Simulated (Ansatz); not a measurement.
# Ni, FeNi3: relaxing cell and atoms, part 2 of 2

Aim: for Ni, FeNi3, 2 runs in a chain (relaxing cell and atoms).

Ansatz 0.2.0; DFT PBEsol, scalar-relativistic, plane waves, PAW. The steps go on from the part before.

## (3) Relaxing cell and atoms: FeNi3, moments ++++

File input.yaml:

```yaml
crystal:
  lattice:
    - [3.55, 0.0, 0.0]
    - [0.0, 3.55, 0.0]
    - [0.0, 0.0, 3.55]
  atoms:
    - { symbol: Fe, position: [0.0, 0.0, 0.0], spin: 2.9 }
    - { symbol: Ni, position: [0.0, 0.5, 0.5], spin: 0.6 }
    - { symbol: Ni, position: [0.5, 0.0, 0.5], spin: 0.6 }
    - { symbol: Ni, position: [0.5, 0.5, 0.0], spin: 0.6 }
magnetization:
  spin_polarized: true
scf:
  occupations: { method: methfessel_paxton, width: 0.1 }
output:
  forces: true
  stress: true
  eigenvalues: true
  populations: true
hamiltonian:
  xc: pbesol
kpoints:
  mp_grid: { grid: [14, 14, 14] }
relax:
  f_tol: 0.02
  adjacent_minimum: "off"
  cell: { stress_tol: 0.05, fix: [shape] }
```

Command:

```sh
ansatz run input.yaml --threads 8 --pin off --max-ram 24576MiB --backend cpu --events-out ev --progress --plain --runs-dir out
```

What it wrote:

```text
Warning: RAYON_NUM_THREADS=8 ignored (pool sized by the plan → 8); use --threads N
Engine: ansatz 0.2.0, x86_64-unknown-linux-gnu
Pseudopotentials: kind: paw
Pseudopotential: Fe, paw, valence charge 16, recommended cutoff 420 eV (normal), Fe.paw.azcp
Pseudopotential: Ni, paw, valence charge 18, recommended cutoff 420 eV (normal), Ni.paw.azcp
Functional definition: PBEsol
  exchange = pbesol_x
  correlation = pbesol_c
Crystal: 4 atoms, lattice volume = 44.739 Å³
Basis set: ecut = 420 eV, 895 PW (Γ), exchange–correlation on 48×48×48 points (8 copies of the dense FFT grid, shifted against one another)
Bands: 45, of which v1, the nominal top of the filled ones, is band 35 counted from 1 (34 counted from 0)
Symmetry: 48 space group operations
Space group: Pm-3m (ITA 221), of the structure as read, at distance tolerance 3.6e-5 Å
Magnetic group: BNS 221.92 (UNI 1594), of the structure as read, at distance tolerance 3.6e-5 Å
k-points: 120 of 2744
Non-local potential: Fe, projectors of the file, l = 0: 3, l = 1: 2, l = 2: 3, l = 3: 1
Non-local potential: Ni, projectors of the file, l = 0: 3, l = 1: 2, l = 2: 3, l = 3: 1
PAW form: soft (Blöchl's): semilocal exchange-correlation on the pseudo side does not see the compensation charge
PAW frozen core: Fe, regenerated for the run's functional, and the local potential with it (the file was generated under x = pbe(κ = 0.804, μ = 0.2195149727645171), c = pbe(β = 0.06672455060314922))
PAW frozen core: Ni, regenerated for the run's functional, and the local potential with it (the file was generated under x = pbe(κ = 0.804, μ = 0.2195149727645171), c = pbe(β = 0.06672455060314922))
PAW one-centre angular grid: Fe, 590 points (default); XC on 64 Gauss nodes
PAW one-centre angular grid: Ni, 590 points (default); XC on 64 Gauss nodes
Initial density: superposition of atomic densities (chi_scale 0.1, normalization cell)
Starting moments: Σ|m| = 4.7 μB on 4 of 4 sites
Initial wavefunctions: pseudopotential atomic-orbital guess
Functional: x = pbesol(κ = 0.804, μ = 0.12345679012345678), c = pbesol(β = 0.046)
SCF iter   1: F=—  HF=-21862.052801 eV  |F-HF|=—  |Δ(HF+E_count)|=         —  Δρ=8.95e-2 (↑2.55e-2 ↓8.95e-2)  dr2=3.53e0  dr2_m=4.84e-1  M=4.941 μB ∫|m|=5.116 μB  β_m=0.30  ethr=3.10e-3  ⟨swp⟩=5.1  Hψ=33591  notcnv=0  defer=131
Mixer restart at iter 1: flushing history
preconditioner: auto → Kerker (q_TF=auto, 2.940 Å⁻¹)  [metal: Δε(μ)=0.009 eV  Ē_g=8.082 eV  σ=0.100 eV  W_gap=0.05  n_scr=18 (ndim 8)  ℏωp=34.2 eV  f_vac=0.000  D(μ)=3.41/eV (n_scr^D=32)]
spin=Collinear: Kerker preconditioning applied to the charge; magnetization (m = ρ↑ − ρ↓) channel mixes plain (no charge-response kernel on spin).
SCF iter   2: F=—  HF=-21861.107908 eV  |F-HF|=—  |Δ(HF+E_count)|=   9.45e-1  Δρ=3.72e-2 (↑2.97e-2 ↓3.72e-2)  dr2=4.79e-1  dr2_m=3.22e-1  M=4.967 μB ∫|m|=5.197 μB  β_m=0.35  ethr=3.10e-3  ⟨swp⟩=2.5  Hψ=17695  notcnv=0  defer=721
SCF iter   3: F=—  HF=-21862.293312 eV  |F-HF|=—  |Δ(HF+E_count)|=    1.19e0  Δρ=2.71e-2 (↑2.71e-2 ↓2.04e-2)  dr2=1.72e-1  dr2_m=1.79e-1  M=4.964 μB ∫|m|=5.249 μB  β_m=0.68  ethr=6.84e-4  ⟨swp⟩=2.6  Hψ=15482  notcnv=0  defer=722
SCF iter   4: F=—  HF=-21863.963207 eV  |F-HF|=—  |Δ(HF+E_count)|=         —  Δρ=2.83e-2 (↑1.88e-2 ↓2.83e-2)  dr2=6.89e-1  dr2_m=2.03e-2  M=4.841 μB ∫|m|=5.253 μB  β_m=0.68  ethr=2.45e-4  ⟨swp⟩=2.5  Hψ=18882  notcnv=0  defer=731
Mixer restart at iter 4: flushing history
SCF iter   5: F=—  HF=-21864.145120 eV  |F-HF|=—  |Δ(HF+E_count)|=   1.82e-1  Δρ=2.70e-2 (↑1.63e-2 ↓2.70e-2)  dr2=4.15e-1  dr2_m=1.50e-2  M=4.889 μB ∫|m|=5.322 μB  β_m=0.52  ethr=2.45e-4  ⟨swp⟩=3.0  Hψ=23230  notcnv=0  defer=746
SCF iter   6: F=—  HF=-21864.018159 eV  |F-HF|=—  |Δ(HF+E_count)|=   1.27e-1  Δρ=5.87e-3 (↑5.43e-3 ↓5.87e-3)  dr2=4.94e-2  dr2_m=6.27e-4  M=4.838 μB ∫|m|=5.273 μB  β_m=0.68  ethr=2.45e-4  ⟨swp⟩=2.5  Hψ=21298  notcnv=0  defer=743
SCF iter   7: F=—  HF=-21864.029948 eV  |F-HF|=—  |Δ(HF+E_count)|=   1.18e-2  Δρ=4.73e-3 (↑2.40e-3 ↓4.73e-3)  dr2=7.71e-3  dr2_m=1.91e-3  M=4.832 μB ∫|m|=5.284 μB  β_m=0.78  ethr=7.06e-5  ⟨swp⟩=2.0  Hψ=17312  notcnv=0  defer=732
SCF iter   8: F=—  HF=-21864.029495 eV  |F-HF|=—  |Δ(HF+E_count)|=   4.53e-4  Δρ=2.88e-3 (↑1.35e-3 ↓2.88e-3)  dr2=5.73e-3  dr2_m=4.24e-4  M=4.832 μB ∫|m|=5.285 μB  β_m=0.71  ethr=1.10e-5  ⟨swp⟩=2.0  Hψ=17762  notcnv=0  defer=729
SCF iter   9: F=—  HF=-21864.029220 eV  |F-HF|=—  |Δ(HF+E_count)|=   2.75e-4  Δρ=4.25e-4 (↑4.25e-4 ↓3.29e-4)  dr2=1.98e-4  dr2_m=1.22e-5  M=4.834 μB ∫|m|=5.287 μB  β_m=0.80  ethr=8.18e-6  ⟨swp⟩=2.1  Hψ=15849  notcnv=0  defer=728
SCF iter  10: F=—  HF=-21864.029293 eV  |F-HF|=—  |Δ(HF+E_count)|=   7.32e-5  Δρ=3.12e-4 (↑1.18e-4 ↓3.12e-4)  dr2=4.31e-5  dr2_m=5.30e-6  M=4.832 μB ∫|m|=5.287 μB  β_m=0.90  ethr=2.83e-7  ⟨swp⟩=2.0  Hψ=18119  notcnv=0  defer=728
SCF iter  11: F=—  HF=-21864.021648 eV  |F-HF|=—  |Δ(HF+E_count)|=         —  Δρ=4.30e-4 (↑1.30e-4 ↓4.30e-4)  dr2=1.19e-4  dr2_m=1.24e-5  M=4.834 μB ∫|m|=5.289 μB  β_m=0.90  ethr=6.16e-8  ⟨swp⟩=2.0  Hψ=14288  notcnv=0  defer=728
Mixer restart at iter 11: flushing history
iteration 11: the input's own smearing fills from here on; a Gaussian of 0.1 eV has filled iterations ahead of it
SCF iter  12: F=—  HF=-21864.021843 eV  |F-HF|=—  |Δ(HF+E_count)|=   1.95e-4  S|Δr|=    0.00e0  Δρ=2.46e-3 (↑6.18e-4 ↓2.46e-3)  dr2=3.85e-3  dr2_m=3.67e-4  M=4.836 μB ∫|m|=5.292 μB  β_m=0.51  ethr=6.16e-8  ⟨swp⟩=2.1  Hψ=17868  notcnv=0  defer=728  recentre
SCF iter  13: F=—  HF=-21864.021644 eV  |F-HF|=—  |Δ(HF+E_count)|=   1.99e-4  S|Δr|=    0.00e0  Δρ=2.02e-4 (↑9.94e-5 ↓2.02e-4)  dr2=2.86e-5  dr2_m=3.10e-6  M=4.834 μB ∫|m|=5.290 μB  β_m=0.56  ethr=6.16e-8  ⟨swp⟩=2.0  Hψ=17867  notcnv=0  defer=728
SCF iter  14: F=—  HF=-21864.021644 eV  |F-HF|=—  |Δ(HF+E_count)|=   3.73e-7  S|Δr|=    0.00e0  Δρ=1.19e-4 (↑2.18e-5 ↓1.19e-4)  dr2=4.95e-6  dr2_m=1.10e-6  M=4.834 μB ∫|m|=5.291 μB  β_m=0.48  ethr=4.08e-8  ⟨swp⟩=1.7  Hψ=11506  notcnv=0  defer=728
SCF iter  15: F=—  HF=-21864.021644 eV  |F-HF|=—  |Δ(HF+E_count)|=   4.68e-7  S|Δr|=    0.00e0  Δρ=6.66e-5 (↑1.06e-5 ↓6.66e-5)  dr2=2.08e-6  dr2_m=4.25e-7  M=4.834 μB ∫|m|=5.291 μB  β_m=0.73  ethr=7.08e-9  ⟨swp⟩=2.1  Hψ=13497  notcnv=0  defer=728
SCF iter  16: F=-21864.021643 eV  HF=-21864.021643 eV  |F-HF|=9.78e-9  |Δ(HF+E_count)|=   8.67e-8  S|Δr|=    0.00e0  Δρ=4.48e-6 (↑8.66e-7 ↓4.48e-6)  dr2=8.53e-9  dr2_m=2.26e-9  M=4.834 μB ∫|m|=5.291 μB  ethr=1.43e-10  ⟨swp⟩=8.2  Hψ=47077  notcnv=0
SCF 1 converged in 16 iterations: F = -21864.021643 eV  dr2 = 8.53e-9
relax step   1: F+E_penalty+E_count = -21864.02164347 eV  Δ(F+E_penalty+E_count) = +0.000e0 eV  max|allowed force component| = 4.404e-29 eV/Å  Δτ_max = 0.0000 Å  P = -10.378 GPa  Ω = 44.739 Å³  fix = [alpha, beta, gamma, b/a, c/a]  (16 SCF iters, dr2 threshold 1.00e-7 eV, accepted)
[... 18 lines left out ...]
relax step   2: F+E_penalty+E_count = -21864.08445760 eV  Δ(F+E_penalty+E_count) = -6.281e-2 eV  max|allowed force component| = 2.998e-29 eV/Å  Δτ_max = 0.0000 Å  P = -4.817 GPa  Ω = 43.439 Å³  energy of the carried Pulay correction = +5.194e-4 eV  fix = [alpha, beta, gamma, b/a, c/a]  (8 SCF iters, dr2 threshold 4.00e-7 eV, accepted)
[... 13 lines left out ...]
relax step   3: F+E_penalty+E_count = -21864.09958815 eV  Δ(F+E_penalty+E_count) = -1.513e-2 eV  max|allowed force component| = 6.574e-30 eV/Å  Δτ_max = 0.0000 Å  P = +0.527 GPa  Ω = 42.373 Å³  energy of the carried Pulay correction = +9.570e-4 eV  fix = [alpha, beta, gamma, b/a, c/a]  (7 SCF iters, dr2 threshold 4.00e-7 eV, accepted)
[... 10 lines left out ...]
relax step   4: F+E_penalty+E_count = -21864.09970814 eV  Δ(F+E_penalty+E_count) = -1.200e-4 eV  max|allowed force component| = 6.653e-29 eV/Å  Δτ_max = 0.0000 Å  P = -0.023 GPa  Ω = 42.476 Å³  energy of the carried Pulay correction = +9.144e-4 eV  fix = [alpha, beta, gamma, b/a, c/a]  (5 SCF iters, dr2 threshold 4.00e-7 eV, accepted)
[... 14 lines left out ...]
relax step   5: F+E_penalty+E_count = -21864.09877465 eV  Δ(F+E_penalty+E_count) = +9.335e-4 eV  max|allowed force component| = 4.733e-29 eV/Å  Δτ_max = 0.0000 Å  P = -0.005 GPa  Ω = 42.476 Å³  fix = [alpha, beta, gamma, b/a, c/a]  stress off target by 5.28e-3 GPa on what of the cell is left free  SCF on the basis re-selected at this cell (its energy is not comparable with the rows above)  (10 SCF iters)
basis re-selected at this cell: Δ(F+E_penalty+E_count) = +9.335e-4 eV, ΔP = +0.017 GPa vs the last step (what re-selecting the basis moved, of the pressure what is left beyond the Pulay correction that the steps carried, after the strain that the cell walked since its last selection, with what the two solves' SCF thresholds leave and, on support functions, any second-order correction that the steps lacked; it is no measure of the basis error at this ecutwfc). This SCF's stress stands 5.28e-3 GPa from its target on what of the cell is left free (relax.cell.stress_tol is 5.00e-2 GPa) and its largest allowed force component is 4.73e-29 eV/Å (relax.f_tol is 2.00e-2 eV/Å): within both
SCF converged after 10 iterations
Stability not checked: this state was not tested for a lower state beside it, because cold or Methfessel-Paxton smearing, or corrected tetrahedra, fill the levels in a way that the test cannot read (fill_not_monotonic; see scf.lower_state_search)
Magnetization: 4.7787 μB (37.3894 up, 32.6106 down)
Absolute magnetization: 5.2042 μB (∫|ρ↑−ρ↓|, with the PAW one-centre terms)
Spin contamination: 0.0905 ħ² per cell (⟨S²⟩ above its minimum at these occupations)
Per-site moments (μB) at R_I (Å): [(2.843289181241604, 1.0177053006705703), (0.6862519793723618, 1.0177053006705703), (0.6862519793723627, 1.0177053006705703), (0.6862519793723617, 1.0177053006705703)]
Free energy (F): -21864.098775 eV
Harris-Foulkes:  -21864.098775 eV  (|F-HF|=3.64e-12)
Internal energy: -21864.098032 eV  (E = F + TS)
E sigma→0 (E₀):  -21864.098589 eV
Entropy (-TS):   -0.000742 eV (-0.186 meV/atom)
Fermi energy:    19.175834 eV
--- Per-component energies (eV) ---
  E_band       = -1018.640341
  E_kinetic    = 1199.148497
  E_local      = -12196.253255  (includes V_loc(G=0)·N_el)
  E_nonlocal   = 2127.802999
  E_hartree    = 5097.508796
  E_xc         = -371.924376
  E_vxc        = -481.235140  (∫ρ·V_xc dr)
  E_paw        = -6117.525619  (= ΣΔE_a)
  E_vpaw       = -1863.123619  (= ΣTr[D̂ρ^β])
  E_aug_tail   = 0.002628  (compensation charges beyond the density's cutoff)
  E_ewald      = -11603.628769
  E_core_change = 0.771068  (= ΣΔE_core)
  E_smearing   = -0.000742  (= −TS)
  E_closure    = -0.000000  (closes the sum)
  Σ components = -21864.098775   (vs F -21864.098775, Δ=0.00e0)
--- Forces (eV/Å), atoms counted from 1 ---
  atom   1  Fe    -0.00000000     0.00000000     0.00000000
  atom   2  Ni    -0.00000000    -0.00000000     0.00000000
  atom   3  Ni    -0.00000000    -0.00000000     0.00000000
  atom   4  Ni     0.00000000     0.00000000     0.00000000
  max |Σ_I F_I| component: 7.99e-29 eV/Å
--- Stress (GPa, compression-positive) ---
       -0.005280       0.000000      -0.000000
        0.000000      -0.005280      -0.000000
       -0.000000      -0.000000      -0.005280
  P = ⅓ Tr σ = -0.0053 GPa (-0.053 kbar)
--- Band table (eV; the first three rows and the last of 240) ---
  k-point 0 ↑: bands = ["-84.3695", "-84.3314", "-84.3314", "-69.6370", "-44.9584", "-44.9584", "-44.9584", "-44.8760", "-44.8760", "-44.8760", "-44.7858", "-44.7858", "-44.7858", "-35.8006", "-35.8006", "-35.8006", "9.6303", "13.5773", "13.5773", "14.1982", "14.3534", "14.3534", "14.3534", "16.3610", "16.3610", "16.3610", "17.5129", "17.5129", "18.3709", "18.3709", "18.3738", "18.5536", "18.5536", "18.5536", "18.5696", "18.5696", "18.5696", "21.3211", "21.3211", "21.3211", "28.3755", "28.3755", "28.7824", "33.5847", "33.5847"]
[... 3 lines left out ...]
--- Relaxed structure (4 steps of the walk, 4 accepted, 1 SCFs on fresh bases) ---
  F+E_penalty+E_count = -21864.09877465 eV   max|allowed force component| = 4.733e-29 eV/Å   (the final SCF, on the basis selected at the relaxed cell)
  cell:  # Å, volume = 42.4756 Å³
    - [3.489097305957113, 3.9933876796771585e-97, 3.2803087043019184e-97]
    - [3.9933876796771585e-97, 3.489097305957113, 0.0]
    - [3.2803087043019184e-97, 0.0, 3.489097305957113]
  atoms:
    - { symbol: Fe, position: [2.5505955212778403e-46, -1.4128007221817057e-37, -3.5320018052426506e-37] }
    - { symbol: Ni, position: [-2.9168019311338525e-47, 0.49999999999999994, 0.49999999999999994] }
    - { symbol: Ni, position: [0.49999999999999994, -9.889605054764711e-37, 0.49999999999999994] }
    - { symbol: Ni, position: [0.49999999999999994, 0.49999999999999994, -7.064003611204861e-38] }
--- Löwdin populations: 4 sites ---
  site symbol       q [e]    m [muB]
     0     Fe     15.7197     2.8923
     1     Ni     17.7901     0.6810
     2     Ni     17.7901     0.6810
     3     Ni     17.7901     0.6810
  spilling = 0.013002 (of n_electrons = 70.000000)
```

Wall time 12 s (8 threads of AMD EPYC 9R14 (Zen 4), shared host); peak memory 0.79 GiB.

The steps of the relaxation:

| step | E - E(step 1) (eV/cell) | largest force component (eV/Å) | pressure (GPa) | volume (Å³) |
| --- | --- | --- | --- | --- |
| 1 | 0.0000 | 0.0000 | -10.38 | 44.74 |
| 2 | -0.0628 | 0.0000 | -4.82 | 43.44 |
| 3 | -0.0779 | 0.0000 | 0.53 | 42.37 |
| 4 | -0.0781 | 0.0000 | -0.02 | 42.48 |
| 5 | -0.0771 | 0.0000 | -0.01 | 42.48 |

Step 1 is the start. Step 5 repeats the geometry before it on a plane-wave basis chosen anew for that cell, so its energy need not be comparable with the rows above.

|  | before | after | change |
| --- | --- | --- | --- |
| a (Å) | 3.550 | 3.489 | -1.7 % |
| b (Å) | 3.550 | 3.489 | -1.7 % |
| c (Å) | 3.550 | 3.489 | -1.7 % |
| volume (Å³/atom) | 11.18 | 10.62 | -5.1 % |
| shortest distance (Å) | 2.510 | 2.467 | -1.7 % |
| space group (0.01 Å) | Pm-3m | Pm-3m | same |

The run keeps the 48 symmetry operations of the start, so it could not have lowered the symmetry.

Per atom:

```csv
atom,moment in the atom's sphere (μB),Löwdin electrons
Fe1,2.84,15.72
Ni2,0.69,17.79
Ni3,0.69,17.79
Ni4,0.69,17.79
```

The Löwdin counts miss 0.91 of the 70 electrons, which the atomic orbitals do not span, so they are no charges.

## (4) Results

The summary covers parts 1 to 2.

| step | system | k mesh | volume (Å³/atom) | pressure (GPa) | energy (eV) | gap on the mesh (eV) | moment (μB/cell) | largest site moment (μB) | time |
| --- | --- | --- | --- | --- | --- | --- | --- | --- | --- |
| 2 | Ni | 18×18×18 | 10.37 | 0.0 | -5804.975 | 0.00 | 0.62 | 0.65 | 3 s |
| 3 | FeNi3 | 14×14×14 | 10.62 | 0.0 | -21864.099 | 0.00 | 4.78 | 2.84 | 12 s |

Totals of different systems or levels have different zeros; only balanced differences at one level mean anything.

| quantity | value |
| --- | --- |
| relaxed cell, step 2 (conventional) | a = 3.462 Å, b = 3.462 Å, c = 3.462 Å, α = 90.00°, β = 90.00°, γ = 90.00° |

In words: Measured lattice constant a of Ni: 3.524 Å (300 K; quoted in “Multiple origins of extra electron diffractions in fcc metals”, 2023, arxiv:2311.10326). This calculation gives 3.462 Å (-1.8 %). That is the cell relaxed with PBEsol, without thermal expansion or zero-point motion. Other magnetic orders or occupations could lie lower; they were not searched in full.
